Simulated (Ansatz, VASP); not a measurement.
C: VASP beside Ansatz

INCAR

```
PREC = Accurate
ENCUT = 520
EDIFF = 1E-7
ISMEAR = 0
SIGMA = 0.05
LREAL = F
LASPH = T
NELM = 100
ALGO = Normal
ISIF = 2
LWAVE = F
LCHARG = T
GGA = PS
LELF = T
LVHAR = T
NBANDS = 11
```

Contents of KPOINTS:

```
Automatic mesh
0
Gamma
  12 12 12
```

The input POSCAR:

```
C
1.0
    0.0000000000      1.7546304530      1.8423619757
    1.7546304530      0.0000000000      1.8423619757
    1.7546304530      1.7546304530      0.0000000000
C
2
Direct
    0.5000000000      0.5000000000      0.5000000000
    0.7500000000      0.7500000000      0.7500000000
```

Input for Ansatz:

```yaml
crystal:
  lattice:
    - [0.0, 1.754630453, 1.8423619757]
    - [1.754630453, 0.0, 1.8423619757]
    - [1.754630453, 1.754630453, 0.0]
  atoms:
    - { symbol: C, position: [0.5, 0.5, 0.5] }
    - { symbol: C, position: [0.75, 0.75, 0.75] }
basis:
  ecutwfc: 420
kpoints:
  mp_grid: { grid: [12, 12, 12] }
hamiltonian:
  xc: pbesol
scf:
  occupations: { method: gaussian, width: 0.05 }
output:
  forces: true
  stress: true
  eigenvalues: true
```

Alike in both runs: task single point; functional PBEsol; k mesh 12 × 12 × 12; occupations gaussian, width 0.05 eV; no spin polarisation.

|  | VASP | Ansatz |
| --- | --- | --- |
| version | VASP 6.6.1 | Ansatz 0.2.0 |
| potentials or method | VASP PAW PBE potentials, release 64 (C) | scalar-relativistic, plane waves, PAW |
| plane-wave cutoff (eV) | 520 | 420 |
| valence electrons in the cell | 8 | 8 |

|  | VASP | Ansatz | Ansatz less VASP |
| --- | --- | --- | --- |
| gap on the k mesh at the Fermi level (eV) | 3.42 | 3.42 | +0.004 |
| least direct gap on the mesh (eV) | 5.10 | 5.11 | +0.001 |
| pressure (GPa) | -3.7 | -4.8 | -1.04 |
| largest component of the traceless stress (GPa) | 31.39 | 31.42 | +0.024 |

Caveats: the PAW data sets were made with another functional, which shifts forces and pressure a little (VASP).
